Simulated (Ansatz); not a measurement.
## Ga under changes of volume

One of the cells (18.543 Å³/atom); the others are scaled copies at fixed shape and fractional positions:

```
Ga
1.0
     1.38300   -4.02650    0.00000
     1.38300    4.02650    0.00000
    -0.11745    0.00000    3.32993
Ga
2
Cartesian
  1.2949 2.9716 2.4974
  1.3536 -2.9716 0.8325
```

This isn't the form of Ga at room conditions, which is orthorhombic.

```yaml
Program: Ansatz 0.2.0
Functional: LDA
Potentials_or_basis: Ansatz PAW
Cutoff: "420 eV (not typed: the program's choice for these potentials)"
k_mesh: 10 × 10 × 8
Occupations: fermi-dirac, width 0.05 eV
Spin: no spin polarisation
```

```tsv
volume (Å³/atom)	energy over the lowest point (meV/atom)	pressure (GPa)	largest force (eV/Å)
17.431	0.00	-0.6	0.207
17.801	2.91	-1.9	0.198
18.172	8.64	-3.0	0.189
18.543	16.84	-4.0	0.180
18.914	27.16	-4.8	0.169
19.285	39.27	-5.5	0.158
19.656	?	?	?
```

Q: What does the run at 19.656 Å³/atom give?

A: Energy over the lowest point 52.88 meV/atom; pressure -6.2 GPa; largest force 0.146 eV/Å.

Worked out: A Birch-Murnaghan fit of order 3 (a polynomial in V^(-2/3)) to the other rows has its minimum at 17.28 Å³/atom, just outside them, with B0 = V·E''(V) = 70 GPa and B' = 5.8 at fixed shape and positions, which overstates the stiffness. It gives 52.95 meV/atom at 19.656 Å³/atom, against the run's 52.88, and -dE/dV = -6.2 GPa, against -6.2.

Energies are extrapolated to zero smearing.

Caveats: the PAW data sets come from PBE, with cores solved anew for the run's functional, which leaves a small shift of forces and pressure.
